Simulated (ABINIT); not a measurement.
Se:

```
Se
1.0
     4.35517    0.00000    0.00000
    -2.17759    3.77169    0.00000
     0.00000    0.00000    4.94945
Se
3
Cartesian
  1.7050 2.9532 2.4747
  -0.4725 0.8185 4.1245
  0.9451 0.0000 0.8249
```

* Program: ABINIT 10.8.3 (patched build)
* Task: single point
* Functional: PBE
* Potentials or basis: JTH PAW PBE v2.0
* Cutoff: 408 eV
* k mesh: 7 × 7 × 6
* Occupations: fermi-dirac, width 0.05 eV
* Spin: no spin polarisation

On this cell: pressure 5.5 GPa; largest force 1.172 eV/Å; band gap on the k mesh 1.17 eV, indirect (least direct gap 1.40 eV).

The same run follows on a disturbed copy (atoms moved at random, drawn with an rms of 0.05 Å):

```
Se
1.0
     4.35517    0.00000    0.00000
    -2.17759    3.77169    0.00000
     0.00000    0.00000    4.94945
Se
3
Direct
  0.78387 0.79043 0.49835
  0.01859 0.22154 0.83490
  0.20435 0.99636 0.17210
```

What changes?

The energy moves by +47.8 meV/atom; pressure 7.7 GPa; largest force 2.075 eV/Å; band gap on the k mesh 1.03 eV, indirect (least direct gap 1.19 eV).

Forces in eV/Å, atoms in the order of the input:
```
Se  -1.019 -1.365  0.496
Se  -1.043  1.331 -0.263
Se   2.062  0.034 -0.232
```

Stress tensor (GPa, compression positive):
```
 6.90  0.19 -0.52
 0.19  5.80 -1.38
-0.52 -1.38 10.37
```

Caveats: an odd mesh through Γ misses points on the zone boundary, where band edges often lie; the atomic spheres overlap; forces of over 1 eV/Å show positions far from the minimum, so gaps and moduli don't describe the material at rest (some runs).
